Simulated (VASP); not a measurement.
A run of VASP 6.6.1 is set up as follows.

INCAR

```
ALGO = Normal
EDIFF = 1E-6
EDIFFG = -0.01
ENCUT = 600
GGA = PS
IBRION = 2
ISIF = 3
ISMEAR = 0
KPAR = 2
LASPH = True
LCHARG = False
LREAL = False
LWAVE = False
NELM = 80
NSW = 90
PREC = Accurate
SIGMA = 0.03
```

File KPOINTS:

```
k-points
0
Gamma
  6 6 10
```

The input POSCAR:

```
TiO2
1.0
    4.5922000000      0.0000000000      0.0000000000
    0.0000000000      4.5922000000      0.0000000000
    0.0000000000      0.0000000000      2.9574000000
Ti O
2 4
Direct
    0.0000000000      0.0000000000      0.0000000000
    0.5000000000      0.5000000000      0.5000000000
    0.3049600000      0.3049600000      0.0000000000
    0.1950400000      0.8049600000      0.5000000000
    0.6950400000      0.6950400000      0.0000000000
    0.8049600000      0.1950400000      0.5000000000
```

Potentials or basis: VASP PAW PBE potentials, release 64 (Ti_sv, O).

The run is started by

```console
$ cat potpaw_PBE.64/Ti_sv/POTCAR potpaw_PBE.64/O/POTCAR > POTCAR
$ mpirun -np 2 vasp_std > vasp.out
```

Task: Estimate the relaxed cell.

Result: a = 4.592 Å, b = 4.592 Å, c = 2.942 Å, α = 90.00°, β = 90.00°, γ = 90.00°.

Task: What does it give for the relaxed volume?

Result: 10.34 Å³/atom.

Final structure:
```xyz
6
Lattice="4.5924 0.0000 0.0000 0.0000 4.5924 0.0000 0.0000 0.0000 2.9417" Properties=species:S:1:pos:R:3 pbc="T T T"
Ti    4.5924    4.5924    0.0000
Ti    2.2962    2.2962    1.4709
O     1.3974    1.3974    2.9417
O     0.8988    3.6936    1.4709
O     3.1950    3.1950    0.0000
O     3.6936    0.8988    1.4709
```

Caveat: the PAW data sets were made with another functional, which shifts forces and pressure a little.
